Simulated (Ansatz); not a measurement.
## Zone-centre phonons of HgSe at 8.0 GPa: input and output

Method: DFT PBE, scalar-relativistic, plane waves, PAW in Ansatz 0.2.0.

Launched with:
```bash
ansatz run input.yaml --threads 1 --pin off --max-ram 1228MiB --backend cpu --events-out ev --progress --plain --runs-dir out
```

Input (bare energies are in eV):
```yaml
crystal:
  lattice:
    - [0.0, 2.9936, 2.9936]
    - [2.9936, 0.0, 2.9936]
    - [2.9936, 2.9936, 0.0]
  atoms:
    - { symbol: Hg, position: [0.0, 0.0, 0.0] }
    - { symbol: Se, position: [0.25, 0.25, 0.25] }
basis:
  ecutwfc: 420
kpoints:
  mp_grid: { grid: [12, 12, 12] }
hamiltonian:
  xc: pbe
scf:
  occupations: { method: fermi_dirac, width: 0.15 }
output:
  eigenvalues: true
phonons:
  method: dfpt
  eigenvectors: true
```

The end of the output:
```
--- Phonons (Γ-DFPT): 2 representative perturbations + reference, on 163 of 1728 k-points (Σ response iterations 6) ---
  k mesh reduced under 8 symmetry operations, with k and −k counted as one. Each operation leaves every solved displacement unchanged or reverses it
  ASR residual: 3.216e-5 → 0.000e0 eV/Å²; symmetrization residual: 2.873e-6 eV/Å²
  ASR residual per site (eV/Å²): 1.60e-5 3.22e-5
  Γ frequencies (cm⁻¹): 0.00 0.00 0.00 150.62 150.62 150.62
  non-analytic LO–TO correction: not included (Born effective charges unavailable; polar crystals: no LO–TO splitting at Γ)
```

The run took 57 s on 1 thread of Arm Neoverse V2 (shared host), peak memory 0.75 GiB.

The cell is the ideal cubic zincblende prototype. Without a gap, frequencies and elastic constants depend on the k mesh and the smearing, soft modes and shear constants most. Spin–orbit coupling is left out, which matters for heavy elements. A semilocal functional can close a gap that the real compound has.

The bands only touch here, so at this level the crystal is a zero-gap semiconductor or semimetal, not an ordinary metal; spin–orbit coupling, left out, moves these levels but leaves zinc-blende mercury chalcogenides without a gap.